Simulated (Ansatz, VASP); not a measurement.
**One calculation of NiO, 3 ways**

```xyz
2
Lattice="0.0000 2.0913 2.0913 2.0913 0.0000 2.0913 2.0913 2.0913 0.0000" Properties=species:S:1:pos:R:3 pbc="T T T"
Ni    0.0000    0.0000    0.0000
O     2.0913    2.0913    2.0913
```

Alike in all runs: task single point; functional PBE; k mesh 11 × 11 × 11; occupations fermi-dirac, width 0.05 eV; collinear spin, ferromagnetic start; no spin-orbit coupling. The measured crystal is an antiferromagnetic insulator; the state found here is the runs' own. Pressure is positive in compression and, in plane waves, holds the error of the finite cutoff, which Ansatz's Pulay term estimates and takes out.

```tsv
program and potentials	plane-wave cutoff (eV)	notes	pressure (GPa)	net moment per atom (μB)
Ansatz, Ansatz PAW	420	12 valence electrons an atom on average; Pulay term of +0.74 GPa included	4.31	0.88
Ansatz, all-electron LAPW, scalar-relativistic	-	-	4.80	0.90
VASP, PBE PAW files Ni, O, 520 eV	520	8 valence electrons an atom on average	3.74	0.85
```

The pressure spans 3.74 (VASP, PBE PAW files Ni, O, 520 eV) to 4.80 GPa (Ansatz, all-electron LAPW, scalar-relativistic), with all-electron results at 4.80. The net moment per atom spans 0.85 (VASP, PBE PAW files Ni, O, 520 eV) to 0.90 μB (Ansatz, all-electron LAPW, scalar-relativistic), with all-electron results at 0.90. The state is the one that the start led to, which needn't be the lowest.

Differences between rows come from potentials, basis sets and numerical settings, since the functional is the same but for its coding. Runs on potential files found faulty are left out.
